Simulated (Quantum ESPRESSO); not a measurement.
# Simulated XPS, UPS and emission spectra of RbBr, part 3 of 16

Aim: the valence spectrum of RbBr from He I to hard X-rays, and which orbitals make each feature.

Quantum ESPRESSO 7.5; DFT, PBE, plane waves, ultrasoft GBRV pseudopotentials, scalar-relativistic (the session's first sound run).

So far. Step 2 (The base run: self-consistent run): At this level the gap is 4.37 eV on the k-mesh of the self-consistent run, which can miss the band edges.

The database entry behind the starting cell differs from later determinations by our own check (about 0.5 % short), so it need not match the best structure at ambient conditions.

## (4) Projected DOS and spectra

projwfc.x splits the states by atom and shell, which the spectra need, since each shell has its own cross section.

Input file projwfc.in:

```
&projwfc
  prefix = 'pes'
  outdir = './tmp'
  filpdos = 'pes'
  ngauss = 0
  degauss = 0.00735
  DeltaE = 0.05
  Emin = -33.94
  Emax = 14.06
/
```

On the command line:

```console
$ OMP_NUM_THREADS=1 mpirun -n 4 projwfc.x -nk 4 -in projwfc.in > projwfc.out
```

Log:

```text
[banner, memory and clock lines left out]
Program PROJWFC v.7.5 starts

          URL

     ./tmp/pes.save/

     IMPORTANT: XC functional enforced from input :
     Exchange-correlation= PBE
                           (   1   4   3   4   0   0   0)
     Any further DFT definition will be discarded
     Please, verify this is what you really want

     G-vector sticks info

     negative rho (up, down):  7.267E-02 0.000E+00

     Gaussian broadening (read from input): ngauss,degauss=   0    0.007350

     Calling projwave ....

  Problem Sizes
  natomwfc =           14
  nbnd     =           16
  nkstot   =           72
  npwx     =         2336
  nkb      =           36

     Atomic states used for projection
     (read from pseudopotential files):

     state #   1: atom   1 (Rb ), wfc  1 (l=0 m= 1)
     state #   2: atom   1 (Rb ), wfc  2 (l=1 m= 1)
     state #   3: atom   1 (Rb ), wfc  2 (l=1 m= 2)
     state #   4: atom   1 (Rb ), wfc  2 (l=1 m= 3)
     state #   5: atom   1 (Rb ), wfc  3 (l=0 m= 1)
     state #   6: atom   1 (Rb ), wfc  4 (l=2 m= 1)
     state #   7: atom   1 (Rb ), wfc  4 (l=2 m= 2)
     state #   8: atom   1 (Rb ), wfc  4 (l=2 m= 3)
     state #   9: atom   1 (Rb ), wfc  4 (l=2 m= 4)
     state #  10: atom   1 (Rb ), wfc  4 (l=2 m= 5)
     state #  11: atom   2 (Br ), wfc  1 (l=0 m= 1)
     state #  12: atom   2 (Br ), wfc  2 (l=1 m= 1)
     state #  13: atom   2 (Br ), wfc  2 (l=1 m= 2)
     state #  14: atom   2 (Br ), wfc  2 (l=1 m= 3)

 k =   0.0000000000  0.0000000000  0.0000000000
==== e(   1) =   -23.14721 eV ====
     psi = 0.977*[#   1]+0.023*[#   5]
    |psi|^2 = 1.000
==== e(   2) =   -10.90686 eV ====
     psi = 0.835*[#  11]+0.160*[#   5]+0.005*[#   1]
    |psi|^2 = 1.000
==== e(   3) =    -7.21977 eV ====
     psi = 0.331*[#   2]+0.331*[#   3]+0.331*[#   4]+0.003*[#  12]+0.003*[#  13]
          +0.003*[#  14]
    |psi|^2 = 1.000
==== e(   4) =    -7.21977 eV ====
     psi = 0.331*[#   2]+0.331*[#   3]+0.331*[#   4]+0.003*[#  12]+0.003*[#  13]
          +0.003*[#  14]
    |psi|^2 = 1.000
==== e(   5) =    -7.21977 eV ====
     psi = 0.331*[#   2]+0.331*[#   3]+0.331*[#   4]+0.003*[#  12]+0.003*[#  13]
          +0.003*[#  14]
    |psi|^2 = 1.000
==== e(   6) =     1.27355 eV ====
     psi = 0.330*[#  12]+0.330*[#  13]+0.330*[#  14]+0.003*[#   2]+0.003*[#   3]
          +0.003*[#   4]
    |psi|^2 = 0.997
==== e(   7) =     1.27355 eV ====
     psi = 0.330*[#  12]+0.330*[#  13]+0.330*[#  14]+0.003*[#   2]+0.003*[#   3]
          +0.003*[#   4]
    |psi|^2 = 0.997
==== e(   8) =     1.27355 eV ====
     psi = 0.330*[#  12]+0.330*[#  13]+0.330*[#  14]+0.003*[#   2]+0.003*[#   3]
          +0.003*[#   4]
    |psi|^2 = 0.997
==== e(   9) =     5.63862 eV ====
     psi = 0.815*[#   5]+0.163*[#  11]+0.018*[#   1]
    |psi|^2 = 0.997
==== e(  10) =     8.55938 eV ====
     psi = 0.304*[#   7]+0.304*[#   8]+0.304*[#  10]
    |psi|^2 = 0.912
==== e(  11) =     8.55938 eV ====
     psi = 0.304*[#   7]+0.304*[#   8]+0.304*[#  10]
    |psi|^2 = 0.912
==== e(  12) =     8.55938 eV ====
     psi = 0.304*[#   7]+0.304*[#   8]+0.304*[#  10]
    |psi|^2 = 0.912
==== e(  13) =     9.44853 eV ====
     psi = 0.463*[#   6]+0.463*[#   9]
    |psi|^2 = 0.927
==== e(  14) =     9.44853 eV ====
     psi = 0.463*[#   6]+0.463*[#   9]
    |psi|^2 = 0.927
==== e(  15) =    12.24433 eV ====

    |psi|^2 = 0.000
==== e(  16) =    17.11074 eV ====
     psi = 0.020*[#   7]+0.020*[#   8]+0.020*[#  10]
    |psi|^2 = 0.061

 k =   0.0589255651  0.0589255651 -0.0589255651
[...]
psi = 0.979*[#   1]+0.020*[#   5]
[...]
psi = 0.838*[#  11]+0.156*[#   5]+0.004*[#   1]
[...]
psi = 0.331*[#   2]+0.331*[#   3]+0.331*[#   4]+0.002*[#  12]+0.002*[#  13]
          +0.002*[#  14]
[...]
psi = 0.331*[#   2]+0.331*[#   3]+0.331*[#   4]+0.002*[#  12]+0.002*[#  13]
          +0.002*[#  14]
[...]
psi = 0.329*[#   2]+0.329*[#   3]+0.329*[#   4]+0.003*[#  11]+0.002*[#  12]
          +0.002*[#  13]+0.002*[#  14]
[...]
psi = 0.321*[#  12]+0.321*[#  13]+0.321*[#  14]+0.016*[#   5]+0.003*[#   7]
          +0.003*[#   8]+0.003*[#  10]+0.003*[#  11]+0.002*[#   2]+0.002*[#   3]
          +0.002*[#   4]+0.001*[#   1]
[...]
psi = 0.327*[#  12]+0.327*[#  13]+0.327*[#  14]+0.004*[#   6]+0.004*[#   9]
          +0.002*[#   2]+0.002*[#   3]+0.002*[#   4]
[...]
psi = 0.327*[#  12]+0.327*[#  13]+0.327*[#  14]+0.004*[#   6]+0.004*[#   9]
          +0.002*[#   2]+0.002*[#   3]+0.002*[#   4]
[...]
psi = 0.805*[#   5]+0.155*[#  11]+0.015*[#   1]+0.006*[#  12]+0.006*[#  13]
          +0.006*[#  14]
[...]
psi = 0.302*[#   7]+0.302*[#   8]+0.302*[#  10]+0.003*[#  12]+0.003*[#  13]
          +0.003*[#  14]
[...]
psi = 0.301*[#   7]+0.301*[#   8]+0.301*[#  10]
[...]
psi = 0.301*[#   7]+0.301*[#   8]+0.301*[#  10]
[...]
psi = 0.456*[#   6]+0.456*[#   9]+0.002*[#  12]+0.002*[#  13]+0.002*[#  14]

[...]
psi = 0.456*[#   6]+0.456*[#   9]+0.002*[#  12]+0.002*[#  13]+0.002*[#  14]

[...]
psi = 0.008*[#   7]+0.008*[#   8]+0.008*[#  10]
[...]
k =   0.1178511302  0.1178511302 -0.1178511302
[...]
+0.002*[#   4]
[...]
+0.002*[#  14]
[...]
+0.002*[#  14]
[...]
+0.002*[#   8]+0.002*[#  10]+0.002*[#   5]+0.002*[#  12]+0.002*[#  13]
          +0.002*[#  14]
[...]
+0.012*[#   8]+0.012*[#  10]+0.006*[#  11]+0.004*[#   1]+0.002*[#   2]
          +0.002*[#   3]+0.002*[#   4]
[...]
+0.002*[#   7]+0.002*[#   8]+0.002*[#  10]+0.002*[#   2]+0.002*[#   3]
          +0.002*[#   4]
[...]
+0.002*[#   7]+0.002*[#   8]+0.002*[#  10]+0.002*[#   2]+0.002*[#   3]
          +0.002*[#   4]
[...]
+0.009*[#   1]+0.003*[#   2]+0.003*[#   3]+0.003*[#   4]
[...]
+0.011*[#  14]+0.003*[#   1]+0.002*[#   2]+0.002*[#   3]+0.002*[#   4]
[...]
psi = 0.005*[#   7]+0.005*[#   8]+0.005*[#  10]+0.002*[#   5]
[...]
k =   0.1767766953  0.1767766953 -0.1767766953
[...]
+0.003*[#   7]+0.003*[#   8]+0.003*[#  10]+0.001*[#  12]+0.001*[#  13]
[...]
+0.027*[#   8]+0.027*[#  10]+0.007*[#   1]+0.007*[#  11]
[...]
psi = 0.982*[#   1]+0.015*[#   5]
[...]
+0.003*[#  14]+0.002*[#   7]+0.002*[#   8]+0.002*[#  10]
[...]
+0.002*[#  14]+0.002*[#   7]+0.002*[#   8]+0.002*[#  10]
[...]
+0.013*[#   9]+0.005*[#  11]+0.004*[#   7]+0.004*[#   8]+0.004*[#  10]
[...]
+0.005*[#   7]+0.005*[#   8]+0.005*[#  10]+0.003*[#   2]+0.003*[#   3]
[...]
+0.013*[#   5]+0.001*[#  11]
[...]
k =   0.2357022604  0.1178511302 -0.1178511302
[...]
+0.002*[#  14]+0.002*[#   7]+0.002*[#   8]+0.002*[#  10]
[...]
+0.004*[#   4]+0.001*[#   7]+0.001*[#   8]+0.001*[#  10]
[...]
+0.006*[#  14]+0.001*[#   2]+0.001*[#   3]+0.001*[#   4]
[...]
+0.019*[#  14]+0.003*[#  11]
[...]
k =   0.2946278255  0.1767766953 -0.1767766953
[...]
psi = 0.970*[#   1]+0.009*[#   7]+0.009*[#   8]+0.009*[#  10]
[...]
+0.006*[#   3]+0.006*[#   4]
[...]
+0.002*[#  10]+0.001*[#  12]+0.001*[#  13]+0.001*[#  14]
[...]
+0.007*[#  14]+0.001*[#   2]+0.001*[#   3]+0.001*[#   4]
[...]
k =   0.3535533906  0.2357022604 -0.2357022604
[...]
+0.008*[#   3]+0.008*[#   4]
[...]
+0.001*[#   9]+0.001*[#   2]+0.001*[#   3]+0.001*[#   4]
[...]
k =  -0.2946278255 -0.4124789557  0.4124789557
[...]
+0.010*[#   4]+0.004*[#   5]
[...]
+0.002*[#   8]+0.002*[#  10]
[...]
k =  -0.2357022604 -0.3535533906  0.3535533906
[...]
+0.009*[#   3]+0.009*[#   4]
[...]
k =  -0.1767766953 -0.2946278255  0.2946278255
[...]
psi = 0.959*[#   1]+0.013*[#   7]+0.013*[#   8]+0.013*[#  10]
[...]
+0.007*[#   3]+0.007*[#   4]
[...]
+0.004*[#  11]+0.003*[#   5]
[...]
k =  -0.1178511302 -0.2357022604  0.2357022604
[...]
+0.005*[#   3]+0.005*[#   4]
[...]
psi = 0.981*[#   1]+0.017*[#   5]
[...]
psi = 0.985*[#   1]+0.012*[#   5]+0.001*[#   6]+0.001*[#   9]
[...]
psi = 0.315*[#   7]+0.315*[#   8]+0.315*[#  10]
[...]
psi = 0.453*[#   6]+0.453*[#   9]
[...]
+0.019*[#  14]+0.003*[#  11]
[...]
psi = 0.968*[#   1]+0.010*[#   7]+0.010*[#   8]+0.010*[#  10]
[...]
psi = 0.269*[#   7]+0.269*[#   8]+0.269*[#  10]
[...]
psi = 0.332*[#   2]+0.332*[#   3]+0.332*[#   4]
[...]
psi = 0.283*[#   7]+0.283*[#   8]+0.283*[#  10]
[...]
psi = 0.002*[#   7]+0.002*[#   8]+0.002*[#  10]
[...]
psi = 0.985*[#   1]+0.005*[#   6]+0.005*[#   9]+0.002*[#   5]
[...]
psi = 0.321*[#   7]+0.321*[#   8]+0.321*[#  10]
[...]
psi = 0.448*[#   6]+0.448*[#   9]
[...]
psi = 0.027*[#   7]+0.027*[#   8]+0.027*[#  10]
[...]
k =  -0.1767766953 -0.5303300859  0.5303300859
[...]
k =  -0.1178511302 -0.4714045208  0.4714045208
[...]
==== e(   
[... cut ...]
[#  14]+0.001*[#   2]+0.001*[#   3]+0.001*[#   4]
[...]
k =   0.2946278255  0.1767766953 -0.0589255651
[...]
psi = 0.331*[#   2]+0.331*[#   3]+0.331*[#   4]
[...]
k =   0.3535533906  0.2357022604 -0.1178511302
[...]
+0.006*[#   3]+0.006*[#   4]
[...]
+0.004*[#   7]+0.004*[#   8]+0.004*[#  10]
[...]
+0.006*[#   2]+0.006*[#   3]+0.006*[#   4]
[...]
k =  -0.2946278255 -0.4124789557  0.5303300859
[...]
+0.007*[#   3]+0.007*[#   4]
[...]
+0.002*[#   8]+0.002*[#  10]+0.002*[#   5]
[...]
+0.002*[#   2]+0.002*[#   3]+0.002*[#   4]
[...]
k =  -0.2357022604 -0.3535533906  0.4714045208
[...]
+0.003*[#   4]
[...]
+0.002*[#   4]+0.002*[#  11]
[...]
+0.001*[#   4]
[...]
+0.002*[#  13]+0.002*[#  14]
[...]
+0.002*[#   4]
[...]
+0.002*[#   3]+0.002*[#   4]
[...]
k =   0.3535533906  0.1178511302  0.0000000000
[...]
+0.003*[#  10]+0.001*[#   5]
[...]
+0.003*[#   3]+0.003*[#   4]+0.002*[#   1]
[...]
+0.002*[#  10]+0.002*[#  12]+0.002*[#  13]+0.002*[#  14]
[...]
+0.002*[#   2]+0.002*[#   3]+0.002*[#   4]+0.002*[#  11]
[...]
+0.003*[#   4]
[...]
+0.014*[#  10]+0.005*[#   2]+0.005*[#   3]+0.005*[#   4]
[...]
+0.018*[#  13]+0.018*[#  14]+0.004*[#   7]+0.004*[#   8]+0.004*[#  10]
          +0.004*[#   2]+0.004*[#   3]+0.004*[#   4]+0.003*[#   1]
[...]
+0.006*[#  14]+0.001*[#   2]+0.001*[#   3]+0.001*[#   4]
[...]
+0.009*[#  14]+0.002*[#   2]+0.002*[#   3]+0.002*[#   4]
[...]
+0.012*[#   5]
[...]
+0.016*[#  12]+0.016*[#  13]+0.016*[#  14]+0.005*[#   5]+0.004*[#   1]
          +0.002*[#  11]+0.001*[#   2]+0.001*[#   3]+0.001*[#   4]
[...]
+0.023*[#  14]+0.012*[#  11]+0.003*[#   7]+0.003*[#   8]+0.003*[#  10]
          +0.003*[#   1]
[...]
+0.016*[#  10]+0.010*[#  12]+0.010*[#  13]+0.010*[#  14]+0.004*[#  11]
          +0.003*[#   1]
[...]
psi = 0.026*[#   6]+0.026*[#   9]+0.014*[#   7]+0.014*[#   8]+0.014*[#  10]
          +0.003*[#  11]+0.001*[#  12]+0.001*[#  13]+0.001*[#  14]+0.001*[#   5]

    |psi|^2 = 0.103

 k =   0.4124789557  0.1767766953 -0.0589255651
==== e(   1) =   -23.13873 eV ====
     psi = 0.971*[#   1]+0.006*[#   7]+0.006*[#   8]+0.006*[#  10]+0.004*[#   6]
          +0.004*[#   9]
    |psi|^2 = 1.000
==== e(   2) =   -10.91244 eV ====
     psi = 0.826*[#  11]+0.054*[#   6]+0.054*[#   9]+0.051*[#   5]+0.004*[#   2]
          +0.004*[#   3]+0.004*[#   4]
    |psi|^2 = 1.000
==== e(   3) =    -7.27420 eV ====
     psi = 0.323*[#   2]+0.323*[#   3]+0.323*[#   4]+0.006*[#   7]+0.006*[#   8]
          +0.006*[#  10]+0.004*[#  12]+0.004*[#  13]+0.004*[#  14]
    |psi|^2 = 1.000
==== e(   4) =    -7.25004 eV ====
     psi = 0.327*[#   2]+0.327*[#   3]+0.327*[#   4]+0.004*[#   5]+0.002*[#   7]
          +0.002*[#   8]+0.002*[#  10]+0.002*[#  11]+0.002*[#   6]+0.002*[#   9]
          +0.001*[#  12]+0.001*[#  13]+0.001*[#  14]
    |psi|^2 = 1.000
==== e(   5) =    -7.22111 eV ====
     psi = 0.323*[#   2]+0.323*[#   3]+0.323*[#   4]+0.018*[#  11]+0.004*[#   5]
          +0.002*[#  12]+0.002*[#  13]+0.002*[#  14]
    |psi|^2 = 1.000
==== e(   6) =     0.58584 eV ====
     psi = 0.272*[#  12]+0.272*[#  13]+0.272*[#  14]+0.087*[#   5]+0.020*[#   7]
          +0.020*[#   8]+0.020*[#  10]+0.012*[#   6]+0.012*[#   9]+0.004*[#   2]
          +0.004*[#   3]+0.004*[#   4]+0.003*[#   1]
    |psi|^2 = 0.999
==== e(   7) =     1.01286 eV ====
     psi = 0.308*[#  12]+0.308*[#  13]+0.308*[#  14]+0.025*[#   6]+0.025*[#   9]
          +0.005*[#   7]+0.005*[#   8]+0.005*[#  10]+0.002*[#   2]+0.002*[#   3]
          +0.002*[#   4]+0.001*[#  11]
    |psi|^2 = 0.998
==== e(   8) =     1.09113 eV ====
```

Elapsed: 1.1 s, on 4 MPI ranks of AMD EPYC 9B45 (Zen 5), shared host.

This step gave:

* zero of energy: valence-band maximum
* gap from the DOS mesh: 4.365 eV
* share of occupied states in no projected shell: 7.00e-4 of the occupied states in the window

The DOS has structure finer than the step of the table below, so its rows give means over 2 eV, whole bins alone (the curve runs from -24.7 to 10.7 eV). Peaks (eV: height): total -24.4: 10.4, -12.2: 10.1, -8.5: 25.6, -0.3: 14.4; Rb 4p -8.5: 24.9; Br 4p -0.3: 13.1; Br 4s -12.2: 8.37; Rb 4d -12.2: 1.2, 6.8: 2.22, 7.4: 1.55, 9.1: 3.04.

* holds the states left over by the projection beside any projected weight of its own. Table of DOS by E, zero at the valence-band maximum; means over each step; 7 of 8 lines; values in states/eV/cell:

```csv
E (eV),total,Rb 4p,Br 4p,Br 4s,Rb 4d,Rb 5s,Rb 5p*
-14,0,0,0,0,0,0,0
-12,1.00,0.0122,5.2e-4,0.828,0.122,0.0374,6.4e-6
-10,0,0,0,0,0,0,0
-8,3.00,2.91,0.0223,0.0204,0.0391,0.00364,0.00214
-6,0,0,0,0,0,0,0
-4,0,0,0,0,0,0,0
-2,0.0135,0,0.0100,0,0.00221,0.00125,5.1e-5
0,2.99,0,2.64,0.00194,0.235,0.0690,0.0415
2,0,0,0,0,0,0,0
4,0.0290,0,0.00107,0.00419,2.4e-4,0.0232,3.0e-4
6,1.22,0,0.0579,0.0490,0.728,0.272,0.108
8,2.17,0,0.114,0.0519,1.37,0.276,0.355
```

Sums over each group's atoms; a table of it gives point samples, which can step over narrow peaks. DOS of the group against E, zero at the valence-band maximum; values in states/eV:

```csv
E (eV),Rb1: Rb 4p,Br2: Br 4p,Br2: Br 4s,Rb1: Rb 4d,Rb1: Rb 5s,Rb1: Rb 4s
-14,0,0,0,0,0,0
-12,0.0320,0.00123,1.92,0.333,0.0744,0
-10,0,0,0,0,0,0
-8,0,0,0,0,0,0
-6,0,0,0,0,0,0
-4,0,0,0,0,0,0
-2,0,0,0,0,0,0
0,0,2.28,4.8e-4,0.0979,0.00167,0
2,0,0,0,0,0,0
4,0,0,1.2e-5,0,6.0e-5,0
6,0,0.0431,0.0482,0.599,0.301,0
8,0,0.0316,0.0118,0.708,0.0885,0
10,0,0.0815,0.00833,1.46,0.0625,0
```

This run's widths, added to any smearing of the DOS itself: Gaussian 0.15 eV, Lorentzian 0.05 eV plus 0.08 an eV of depth. The intensity by binding energy, zero at the valence-band maximum; values in % of the maximum within 13 eV:

```csv
binding energy (eV),21.2 eV,60 eV,100 eV,1486.7 eV,9251.7 eV
-1,0.376,0.584,0.578,0.549,0.681
0,24.7,24.9,24.8,24.9,25.0
1,7.64,8.09,8.13,7.94,8.30
2,0.308,0.714,0.682,0.648,0.856
3,0.109,0.651,0.597,0.567,0.816
4,0.0559,0.830,0.736,0.714,1.03
5,0.0339,1.25,1.07,1.07,1.49
6,0.0228,2.26,1.87,1.96,2.56
7,0.0164,5.70,4.55,4.96,6.09
8,-,33.9,26.2,29.7,34.4
9,-,39.3,30.5,34.5,40.1
10,-,7.20,6.35,6.05,8.98
11,-,6.24,7.22,4.62,11.4
12,-,23.0,30.6,15.6,50.5
13,-,8.02,10.5,5.50,17.3
14,-,2.45,3.09,1.75,5.07
15,-,1.30,1.61,0.965,2.66
16,-,0.907,1.13,0.692,1.90
17,-,0.754,0.968,0.589,1.67
18,-,0.724,0.967,0.577,1.72
19,-,0.793,1.11,0.642,2.02
20,-,0.995,1.44,0.814,2.68
21,-,1.44,2.15,1.19,4.06
22,-,2.51,3.81,2.07,7.25
23,-,5.51,8.48,4.58,16.2
24,-,13.8,21.2,11.4,40.7
```

Maxima picked by a test of local sharpness, so broad peaks and shoulders can be missing; peaks within 0.45 eV of a curve's cut are left out. Valence peaks, by row:

```csv
photon energy (eV),binding energy (eV),height (% of the maximum within 13 eV),main shell,its share (%)
21.2,0.2706,100,Br 4p,99.51
60,12.17,25.36,Br 4s,93.96
60,8.521,91.65,Rb 4p,98.09
60,0.2706,100,Br 4p,99.2
100,12.17,33.8,Br 4s,95.93
100,8.521,70.37,Rb 4p,96.77
100,0.2706,100,Br 4p,98.75
1487,12.17,17.11,Br 4s,92.45
1487,8.521,80.52,Rb 4p,98.39
1487,0.2706,100,Br 4p,99.39
9252,12.17,55.85,Br 4s,96.86
9252,8.521,92.07,Rb 4p,96.23
9252,0.2706,100,Br 4p,99.04
```

Shapes are the site's partial DOS without matrix elements, which overweights lines from ligand s bands. The intensity by emission energy less the core level's binding energy, zero at the valence-band maximum; read off at these points; values in % of the unpolarised maximum:

```csv
emission energy less the core level's binding energy (eV),Br K-beta valence,Br L3-N1
-24.50,0.323,0.700
-24.00,0.345,0.781
-23.50,0.354,0.849
-23.00,0.364,0.926
-22.50,0.374,1.02
-22.00,0.387,1.12
-21.50,0.401,1.24
-21.00,0.418,1.38
-20.50,0.437,1.55
-20.00,0.458,1.75
-19.50,0.481,1.99
-19.00,0.506,2.29
-18.50,0.534,2.65
-18.00,0.565,3.11
-17.50,0.599,3.70
-17.00,0.636,4.47
-16.50,0.677,5.51
-16.00,0.723,6.95
-15.50,0.773,9.01
-15.00,0.830,12.1
-14.50,0.894,16.9
-14.00,0.966,25.0
-13.50,1.05,39.1
-13.00,1.14,62.9
-12.50,1.25,91.9
-12.20,1.32,99.9
-12.00,1.38,97.2
-11.50,1.52,71.1
-11.00,1.70,44.6
-10.50,1.92,28.4
-10.00,2.19,19.4
-9.50,2.51,14.4
-9.00,2.87,11.8
-8.50,3.19,10.2
-8.00,3.45,8.06
-7.50,3.72,6.01
-7.00,4.08,4.63
-6.50,4.60,3.72
-6.00,5.30,3.07
-5.50,6.24,2.60
-5.00,7.51,2.23
-4.50,9.24,1.94
-4.00,11.7,1.70
-3.50,15.1,1.51
-3.00,20.2,1.35
-2.50,28.1,1.23
-2.00,40.5,1.13
-1.50,59.2,1.09
-1.00,82.6,1.13
-0.50,99.0,1.20
-0.40,99.9,1.18
0.00,93.3,1.02
0.50,70.9,0.814
1.00,48.8,0.699
```

(Continued in part 4 of 16.)

[Logs are printed without paths, hosts, clocks, repeated set-up lines and the standing remarks that a program may print on its own settings, such as how far it seeks lower states.]

[Hosts, paths, dates, database ids (printed as entryN), source tags and the programs' standing remarks are cut or masked in the printed files.]

[Maps of the electrostatic potential energy from Ansatz leave out the sawtooth potential of an applied field or a dipole correction, so their vacuum need not be flat; work functions include it.]

[Peak lists hold at most the 14 tallest peaks of each spectrum; further lines can be left out.]
